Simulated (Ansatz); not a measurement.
NbAs (rocksalt structure)

Level of theory: DFT, PBE, scalar-relativistic, no spin polarisation; plane waves to 420 eV with PAW datasets (Ansatz 0.2.0), 12×12×12 k-mesh, Gaussian smearing of 0.05 eV; PAW files: Ansatz's generated set soft_2.

```
Nb As
1.0
     0.00000    2.63777    2.63777
     2.63777    0.00000    2.63777
     2.63777    2.63777    0.00000
Nb As
1 1
Direct
  0.50000 0.50000 0.50000
  0.00000 0.00000 0.00000
```

The start was a prototype's sites filled with these elements. The Crystallography Open Database lists the compound in space group I41md, so this is a trial structure.

The run above is the reference. The same cell was run again with other input settings; several of them aren't fit for production, so the rows show the settings' effect and aren't properties of the material.

| keys changed | outcome | ΔE (meV/atom) | P (GPa) | gap on the mesh (eV) | cell moment (μB) | largest force component (eV/Å) | SCF iterations | rough core-seconds | new warnings |
| --- | --- | --- | --- | --- | --- | --- | --- | --- | --- |
| none (reference) | converged | 0.0 | -0.1 | metal | – | 0.000 | – | – | – |
| scf.eigensolver.kind: "davidson"; basis.precision: "f64"; scf.occupations.method: "gaussian" → "methfessel_paxton"; scf.occupations.width: 0.05 → 0.01 | converged | 0.2 | -0.1 | metal | – | 0.000 | 5 | 4 | – |
| basis.ecutrho_ratio: 4 → 9; kpoints.mp_grid.grid: [12, 12, 12] → [6, 6, 6] | converged | 22.5 | 0.3 | metal | – | 0.000 | 6 | 1.5 | – |
| basis.ecutwfc: 420 → "700 eV"; hamiltonian.xc: "pbe" → "revpbe" | converged | – | 1.6 | metal | – | 0.000 | 6 | 6 | – |
| scf.initial_density.chi_scale: 0.3 | converged | 0.0 | -0.1 | metal | – | 0.000 | 8 | 4 | – |
| scf.eigensolver.kind: "davidson" | converged | 0.0 | -0.1 | metal | – | 0.000 | 6 | 3 | – |

These changes also left energy (to 0.1 meV/atom), pressure, gap, moment and forces as in the reference: scf.convergence.dr2_threshold: 1e-06.

ΔE is the energy with the smearing extrapolated to zero. It is left out where the change alters the Hamiltonian or the spin treatment. The varied runs start from atomic densities (corrected by the program's trained start where that serves), with the default search for lower states unless a row changes it.

Q: What happens with these changes: scf.lower_state_search: "standard"; crystal.symmetry: {"detect": false}; hamiltonian.dispersion: "d3bjatm"?

A: outcome converged, P (GPa) -4.6, gap on the mesh (eV) metal, largest force component (eV/Å) 0.000, SCF iterations 7, rough core-seconds 60.

Q: What happens with these changes: kpoints.mp_grid.grid: [12, 12, 12] → [6, 6, 6]; scf.algorithm: "density_mixing"?

A: outcome converged, ΔE (meV/atom) 22.5, P (GPa) 0.3, gap on the mesh (eV) metal, largest force component (eV/Å) 0.000, SCF iterations 6, rough core-seconds 1.

Changing scf.initial_density.chi_scale only steers the path to self-consistency, so the energy stays within 0.5 meV/atom.

Changing scf.eigensolver.kind only steers the path to self-consistency, so the energy stays within 0.5 meV/atom.

The pair part of a dispersion correction pulls inward (a three-body part mostly pushes out), and in metals and ionic crystals with large ions it often overbinds.

1 further run (cut off, refused for memory, with changed atoms or starts, or in doubt) is left out.
